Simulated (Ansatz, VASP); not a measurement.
## One calculation of InPd, two programs

```
In Pd
1.0
     3.27188    0.00000    0.00000
     0.00000    3.27188    0.00000
     0.00000    0.00000    3.27188
In Pd
1 1
Direct
  0.00000 0.00000 0.00000
  0.50000 0.50000 0.50000
```

Alike in both runs: task single point; functional PBE; k mesh 6 × 6 × 6; occupations gaussian, width 0.1 eV; no spin polarisation.

```csv
,VASP,Ansatz
version,VASP 6.6.1,Ansatz 0.2.0
potentials or method,"VASP PAW PBE potentials, release 64 (In_d, Pd)","scalar-relativistic, plane waves, PAW"
plane-wave cutoff (eV),520,420
valence electrons in the cell,23,31
```

Ansatz gave:

```
gap on the k mesh at the Fermi level (eV) : none
pressure (GPa)                            : 3.9
```

Task: What did VASP give for the same quantities?

Result: gap on the k mesh at the Fermi level (eV): none; pressure (GPa): 4.0.

A gap of «none» marks a metal or a gap that the smearing closes. The functional is the same, so the differences come from potentials, cutoffs and numerics. The two sets of potentials don't hold the same shells in valence.
